**Q:** I press semiconductors, hard ceramics and a few transition metals, and I need their bulk moduli to turn a measured change of volume into a pressure. Here is a set computed with revPBE+D3(BJ), beside measured values. Can I use it as it stands?

ABINIT 10.8.3, revPBE with D3(BJ) dispersion, for twelve cubic crystals, without spin polarisation or spin-orbit coupling and with Fermi-Dirac smearing of 0.05 eV. The computed bulk modulus is taken at the minimum of an energy curve fitted to seven volumes, from 6 % below to 6 % above that of the given cell.

```tsv
formula	space group	volume of the given cell (Å³/atom)	potentials or basis	wave cutoff (eV)	k-mesh	computed bulk modulus (GPa)	measured bulk modulus (GPa)	range of the values found (GPa)	what was measured, and how	source	computed over measured, less one (%)
CdTe	F-43m	32.92	JTH PAW PBE v2.0	462.6	7x7x7	41.2	42	one value	B0 of zincblende phase; high-pressure XRD; powder	arXiv:2306.14539 (2023)	-1.9
ZnS	F-43m	19.73	JTH PAW PBE v2.0	544.2	9x9x9	78.9	76.9	one value	B0; experimental value quoted from literature; bulk crystal	arXiv:0911.5022 (2009)	2.6
GaP	F-43m	20.24	JTH PAW PBE v2.0	544.2	8x8x8	86.6	87.5	one value	zero-pressure bulk modulus, 3rd-order Birch-Murnaghan fit with K' fixed at 4.5; single-crystal XRD in diamond anvil cell; bulk crystal	arXiv:1709.06667 (2017)	-1.0
BAs	F-43m	13.63	JTH PAW PBE v2.0	408.2	10x10x10	143.1	148	one value	literature experimental value; not stated; bulk crystal	arXiv:1911.11281 (2019)	-3.3
BP	F-43m	11.68	JTH PAW PBE v2.0	544.2	10x10x10	175.7	174	173 to 179	B0, Murnaghan EOS fit with V0 fixed at 93.45 A^3; XRD in diamond anvil cell; powder	arXiv:1505.05714 (2015)	1.0
Ta	Im-3m	18.01	JTH PAW PBE v2.0	408.2	11x11x11	209.4	194	194 to 198	experimental value at ambient conditions; not stated; bulk crystal	arXiv:1910.08312 (2019)	7.9
SiC	F-43m	10.35	JTH PAW PBE v2.0	544.2	10x10x10	229.3	225	one value	bulk modulus B; quoted earlier experiment; bulk crystal	pmc:9505936 (2022)	1.9
Rh	Fm-3m	13.67	JTH PAW PBE v2.0	435.4	12x12x12	287.4	264	one value	K0 from ultrasound; ultrasound; bulk crystal	pmc:11535440 (2024)	8.9
W	Im-3m	15.85	JTH PAW PBE v2.0	408.2	12x12x12	321.1	307	one value	isotropic polycrystalline bulk modulus K, bounded above by the literature value in the fit; surface Brillouin spectroscopy; bulk crystal	arXiv:1710.07581 (2017)	4.6
Ir	Fm-3m	14.06	JTH PAW PBE v2.0	462.6	12x12x12	390.7	339	one value	B0 at ambient pressure, third-order Birch-Murnaghan; high-pressure powder XRD; powder	pmc:6586894 (2019)	15.3
BN	F-43m	5.96	JTH PAW PBE v2.0	707.5	13x13x13	382.0	395	395 to 400	isothermal B0, Vinet fit; equation-of-state measurement; bulk crystal	arXiv:1208.3664 (2012)	-3.3
C	Fd-3m	5.67	JTH PAW PBE v2.0	544.2	13x13x13	447.9	442	441.8 to 444.8	B0 from ultrasound; ultrasonic measurement; bulk crystal	arXiv:cond-mat/0702656 (2007)	1.3
```

**A:** For the eight crystals with a band gap, yes, if an accuracy of about 5 % will do: each lies within about 3 % of its measured value. The four transition metals are all too stiff, by 5 to 15 %. For a small compression your pressure is the bulk modulus times the relative change of volume, so it inherits the same percentage error.

**Q:** So the method understands covalent bonds and fails for metals?

**A:** That reading is tempting, but the bulk modulus can go wrong in two ways. It is the volume times the curvature of the energy against volume, taken where the energy is lowest. A method may place that minimum at the wrong volume, or it may give the wrong curvature at the right volume. The two errors can add or cancel, and the final number doesn't tell you which has happened.

**Q:** Why should a small error in volume matter so much?

**A:** Because a squeezed crystal stiffens quickly. The repulsion between neighbouring atoms rises ever more steeply as they approach, so each further step of compression costs more than the last. In these crystals, 1 % less volume makes the bulk modulus about 4 to 5 % larger. A method that makes a crystal slightly too small therefore makes it noticeably too stiff, unless a second error offsets the first.

**Q:** Can you put that into a formula that I can use?

**A:** Let $B$ be the bulk modulus, $V$ the volume, and $B'$ the rate at which $B$ grows with pressure. Compression by $dV$ raises the pressure by $-B\,dV/V$, so $B$ changes by $dB=-B'B\,dV/V$. If $B'$ stays constant over a few percent of volume, this adds up to

$$B(V)=B_0\left(\frac{V_0}{V}\right)^{B'} ,$$

where $V_0$ is the volume of the computed minimum and $B_0$ is the computed bulk modulus of the table. All three constants come from each crystal's own computed energy curve, and the measured moduli enter only in the comparison.

**Q:** And at which volume $V$ do you test it?

**A:** At the volume of the given cell. For BP the source of the measured value confirms that volume, and known lattice constants place the other given cells within roughly 1 % of the measured volume, with CdTe as the exception. Reading the curve there removes most of the volume error and leaves the error of the curvature. The output below lists both readings for every crystal.

**Q:** Show me one case in full.

**A:** Take rhodium, whose computed minimum lies 1.68 % below the given volume, with $B'\approx5.4$. The formula gives $287.4\times0.9832^{5.4}\approx262$ GPa, against a measured 264 GPa. Nearly the whole excess of 9 % has gone, so rhodium is close to the limiting case in which only the volume is wrong. The match is better than the method deserves: energy differences taken directly around the given cell yield 255 GPa, and that cell is itself roughly half a percent smaller than the measured one, which hides about 3 % of softness. At its measured volume rhodium is therefore probably a few percent too soft. Its energies also scatter about the fitted curve more than those of any other crystal here, so its $B_0$ and $B'$ are the least certain of the set.

**Q:** Is there a metal at the opposite limit?

**A:** None clearly, though iridium comes nearest. Its minimum lies only 0.7 % below the given volume, which explains 3 to 4 % of extra stiffness, yet the computed value is 15 % above the listed measurement. That measurement is probably low, as other reported values lie at roughly 350 to 360 GPa and some higher still. Against 350 to 360 GPa iridium stays about a tenth too stiff. Read at the given cell, most of the error sits in the curvature. This split is uncertain, because the given cell is itself roughly half a percent smaller than the measured one, which moves about 3 % of stiffness from the curvature to the volume. With the higher measurements, the volume could then be the larger part. A natural test of the curvature is a potential that treats the 5s electrons as valence electrons, as those used for Ta and W do.

**Q:** Then the semiconductors and ceramics must have both the volume and the curvature right.

**A:** They don't, and this is the main lesson of the comparison. The minimum of BP lies 3.5 % below the given volume, which should make the crystal about 15 % too stiff. At the given volume, however, its bulk modulus is 12 % too low. The two factors multiply to $1.15\times0.88\approx1.01$, and the table shows an error of 1 %.

The other gapped crystals, CdTe apart, follow the same pattern: too small, and too soft at the given volume. Diamond shows it least, with a softness of about 3 %. The given cell of BN is probably somewhat larger than the measured one, so part of its softness there is expected to come from the volume. For Rh, W and Ta the second error is small, so little is left to offset the first. These metals look worse in the table although their curvature at the given volume is better than that of the gapped crystals, except diamond, which is about level with Ta and, at its measured volume, with Rh.

**Q:** What could make a crystal too small and too soft at once?

**A:** The dispersion correction is a plausible suspect. It adds an attraction between atoms, which pulls the crystal together. At large distance this energy falls off as $-1/r^6$, which is $-1/V^2$ when the whole crystal is scaled. The curvature of $-1/V^2$ is negative, so at a fixed volume the attraction lowers the bulk modulus while it also shrinks the crystal.

This argument holds for distant pairs of atoms. Between close neighbours the correction is damped, and for such a pair its effect on the curvature can even change sign. In these dense crystals the damping reaches past the first shells of neighbours, so the summed energy is expected to scale more nearly as $-1/V$, whose curvature is still negative. The real share of the correction would show in the same curves computed without it. Nor does the argument explain why Rh, W and Ta escape most of the softening, or why CdTe, read near its measured volume, is neither too small nor clearly too soft. Other untested sources of error are the missing spin-orbit coupling, which matters most for Ta, W and Ir, the k-meshes and smearing of the metals, the finite wave cutoffs, the potentials, which were made for PBE but are used here with revPBE, and the overlapping PAW spheres that the program reports for Ir, BN and C.

**Q:** Is the short volume entirely the fault of the method?

**A:** No. The calculation holds the atoms at rest, whereas zero-point motion and heat widen a real lattice, by up to roughly 1 % in volume. That is about the whole contraction found for diamond. In BP and ZnS the contraction is 3 % or more, so most of it must come from the calculation itself.

The same effect limits how finely you may read the table. Through the volume alone, an expansion of 1 % is worth 4 to 5 % of the bulk modulus, so an error of 1 % is no better a sign of quality than one of 3 %.

**Q:** Which of the two readings should I use in practice?

**A:** For the gapped crystals, use the value at the computed minimum. Reading at the given volume instead raises their typical error, with CdTe left out, from 2 % to 9 %, because it removes one of two errors that cancel. For the metals the same step lowers the typical error from 9 % to 4 %. It repairs Rh, W and Ta but leaves iridium 11 % above its listed measurement, so it is a useful diagnosis but not a correction that is safe for every metal.

**Q:** Could I at least save effort by always reading at the cell that a database supplies?

**A:** CdTe shows the danger. Its supplied cell is about 3 % smaller than the measured one, and there the bulk modulus comes out 18 % too high. At the computed minimum, which lies near the measured volume, the error is 2 %, although only two points of the curve lie beyond that minimum. A cell should be checked against a measured lattice constant before any stiffness is read from it.

**Q:** What does each choice cost, set against the accuracy I need?

**A:** Each crystal took seven energy calculations at different volumes. Both readings come from that one curve, so the second is free, and, if it is made at a measured volume, it tells you whether an error lies in the volume or in the curvature. Another functional of the same kind costs about seven more such calculations per crystal.

If 5 % is enough, the present level serves for gapped crystals like these. For transition metals, a 5 % target justifies the second set of calculations, and the new functional should be judged by its volume as well as by its bulk modulus. If you need 1 or 2 %, changing the functional alone won't do, because thermal and zero-point expansion must then be included.

**Q:** How would I guess the error for a similar crystal before I have its measured bulk modulus?

**A:** Compare the computed volume with the measured one, which is usually known much better than the stiffness. Multiply the shortfall in percent by 4 or 5: this is the extra stiffness due to volume alone. For a metal that behaves like Rh, W or Ta, it accounts for roughly the whole error and may overshoot it, as for Ta, where the volume term is 11 % and the error 8 %. For a crystal with a gap, expect softness at fixed volume to take back much of it, or even more than all of it, and regard the resulting agreement as useful but fragile: a functional that corrects only the volume could make the bulk modulus worse.

The analysis program printed:

```
Two readings of one energy curve:
   row  minimum against given volume (%)  B added by volume shift (%)  error at own minimum (%)  B at given cell (GPa)  B from energy differences (GPa)  error at given cell (%)
  CdTe                             3.891                       -16.74                      -1.9                  49.48                            49.71                    17.82
   ZnS                            -3.019                        15.03                       2.6                  68.59                            68.87                   -10.81
   GaP                            -1.586                         7.45                        -1                   80.6                            80.99                   -7.891
   BAs                            -2.143                        9.373                      -3.3                  130.8                            131.4                    -11.6
    BP                            -3.528                        14.57                         1                  153.3                            153.6                   -11.87
    Ta                            -2.793                        11.34                       7.9                  188.1                              187                   -3.053
   SiC                            -1.989                        9.231                       1.9                  209.9                            207.6                   -6.702
    Rh                             -1.68                        9.572                       8.9                  262.3                            255.1                  -0.6463
     W                            -1.259                        5.081                       4.6                  305.6                            305.5                   -0.465
    Ir                           -0.6855                        3.546                      15.3                  377.3                              379                     11.3
    BN                            -2.019                        7.912                      -3.3                    354                            355.5                   -10.38
     C                             -1.08                        4.497                       1.3                  428.6                            421.8                   -3.026
Mean size of error at own minimum for eight gapped crystals (%): 2.038
Mean size of error at own minimum for four metals (%): 9.175
Mean size of error at given cell for seven gapped crystals without CdTe (%): 8.896
Mean size of error at given cell for four metals (%): 3.867
Mean size of error at own minimum for eleven rows without CdTe (%): 4.645
Mean size of error at given cell for eleven rows without CdTe (%): 7.067
Rows of eleven within 5 % at own minimum: 8
Rows of eleven within 5 % at given cell: 4
Smallest fall of B per 1 % of volume (%): 3.733
Largest fall of B per 1 % of volume (%): 5.396
Largest disagreement of the two routes to B at the given cell (%): 2.756
Ir error at own minimum against a recalled 350 GPa (%): 11.63
Ir error at own minimum against a recalled 360 GPa (%): 8.528
CdTe minimum against a recalled measured volume of 34 A^3 per atom (%): 0.5911
```
